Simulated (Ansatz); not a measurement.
BeTe (F-43m) from a database of computed structures (r2SCAN geometry), in Ansatz:

```xyz
2
Lattice="0.0000 2.8286 2.8286 2.8286 0.0000 2.8286 2.8286 2.8286 0.0000" Properties=species:S:1:pos:R:3 pbc="T T T"
Be    0.0000    0.0000    0.0000
Te    4.2429    4.2429    4.2429
```

G0W0@PBE with 335 empty bands, a screening cutoff of 220 eV and a 6×6×6 mesh (PAW, contour deformation) gives 2.916 eV over the mesh points, from a PBE gap of 2.019 eV; it sums over 344 bands with 331 plane waves in the screening and a wave cutoff of 420 eV. G0W0 here is at a finite number of bands, screening cutoff and k mesh, not at the basis limit. The values are computed, spin-unpolarised, and not measurements.

Q: Estimate the gap with starting point HSE06.

A: 3.205 eV (+0.289 eV), from a Kohn-Sham gap of 2.695 eV.

Q: Estimate the gap with frequency model Godby-Needs pole.

A: 2.880 eV (-0.036 eV), from a Kohn-Sham gap of 2.019 eV.

Q: Estimate the gap with empty bands 135, screening cutoff 120 eV.

A: 2.825 eV (-0.091 eV), from a Kohn-Sham gap of 2.019 eV.

Q: Estimate the gap with starting point PBE0.

A: 3.372 eV (+0.456 eV), from a Kohn-Sham gap of 3.347 eV.

Spin-orbit coupling is left out, which matters wherever the heavy atoms make up the band edges.
